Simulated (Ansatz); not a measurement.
**Ta under changes of volume**

One of the cells (18.819 Å³/atom); the others are scaled copies at fixed shape and fractional positions:

```
Ta
1.0
     2.90037    0.00000    0.00000
    -1.45019    2.51180    0.00000
     0.00000    0.00000    5.16627
Ta
2
Cartesian
  0.0000 1.6745 1.2916
  1.4502 0.8373 3.8747
```

This isn't the form of Ta at room conditions, which is bcc.

| Property | Result |
| --- | --- |
| Program | Ansatz 0.2.0 |
| Functional | RPBE |
| Dispersion | D3(BJ) |
| Potentials or basis | all-electron LAPW, scalar-relativistic |
| Cutoff | 252 eV (chosen from the basis error) |
| Basis error allowed | 0.001 eV/atom |
| k mesh | 11 × 11 × 5 |
| Occupations | methfessel-paxton, width 0.2 eV |
| Spin | no spin polarisation |

| volume (Å³/atom) | energy over the lowest point (meV/atom) | pressure (GPa) |
| --- | --- | --- |
| 17.689 | 0.00 | -29.2 |
| 18.066 | 72.85 | -32.7 |
| 18.442 | ? | ? |
| 18.819 | 240.43 | -38.5 |
| 19.195 | 333.67 | -40.9 |
| 19.571 | 432.35 | -43.1 |
| 19.948 | 535.91 | -45.1 |

Q: What does the run at 18.442 Å³/atom give?

A: Energy over the lowest point 153.26 meV/atom; pressure -35.7 GPa.

Worked out: A Birch-Murnaghan fit of order 3 (a polynomial in V^(-2/3)) to the other rows has no minimum within the range. It gives 153.10 meV/atom at 18.442 Å³/atom, against the run's 153.26, and -dE/dV = -35.7 GPa, against -35.7.

Energies are extrapolated to zero smearing.

Caveats: pairwise dispersion overbinds metals, which lowers pressure and volume.
